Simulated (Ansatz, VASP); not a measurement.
# One calculation of PbSe, two programs

```
CELL_PARAMETERS angstrom
0.00000 3.45036 3.45036
3.45036 0.00000 3.45036
3.45036 3.45036 0.00000
ATOMIC_POSITIONS crystal
Pb 0.00000 0.00000 0.00000
Se 0.25000 0.25000 0.25000
```

Alike in both runs: task single point; functional PBE; k mesh 11 × 11 × 11; occupations tetrahedron; no spin polarisation.

```csv
,VASP,Ansatz
version,VASP 6.6.1,Ansatz 0.2.0
potentials or method,"VASP PAW PBE potentials, release 64 (Pb_d, Se), cutoff 520 eV","all-electron LAPW, scalar-relativistic"
```

```csv
,VASP,Ansatz,Ansatz less VASP
gap on the k mesh at the Fermi level (eV),0.75,0.75,-0.002
pressure (GPa),0.0,0.0,+0.02
```

Ansatz ran all-electron here, so the differences hold the error of VASP's frozen core and of both bases. Ansatz warned: «band_table_not_solved_further».

Caveats: spin-orbit coupling is left out, which as a rule narrows the gap of such compounds by several tenths of an eV; an odd mesh through Γ misses points on the zone boundary, where band edges often lie.
